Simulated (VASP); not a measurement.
## B: single point with LDA

B:

```xyz
1
Lattice="1.7024 0.0000 0.0000 -0.8512 1.4154 0.0000 0.0000 0.0000 3.6354" Properties=species:S:1:pos:R:3 pbc="T T T"
B     0.0000    0.0000    0.0000
```

The cell isn't the ideal one: strain -0.0400 x Voigt [0, 1, 0, 0, 0, 0], atoms carried along.

- Program: VASP 6.6.1
- Task: single point
- Functional: LDA
- Potentials or basis: VASP PAW LDA potentials, release 64 (B)
- Cutoff: 520 eV
- k mesh: 33 × 33 × 14
- Occupations: gaussian, width 0.15 eV
- Spin: no spin polarisation

The pressure is 9.7 GPa. The band gap on the k mesh is none (metal or under the smearing width).

Stress tensor (GPa, compression positive):
```
 2.60  0.00  0.00
 0.00 28.28  0.00
 0.00  0.00 -1.79
```

Levels at points of the mesh, in eV from the Fermi level:
```
           k point  band 1  band 2  band 3  band 4  band 5  band 6
(0.00, 0.00, 0.00)  -17.53   -7.24    1.88   25.16   25.53   26.57
(0.00, 0.00, 0.50)  -17.21   -9.12    8.41   13.40   25.17   26.58
```

Wall time 67 s on 1 thread of Intel(R) Xeon(R) Platinum 8488C (Sapphire Rapids), with other jobs on the host, peak memory 0.23 GiB.
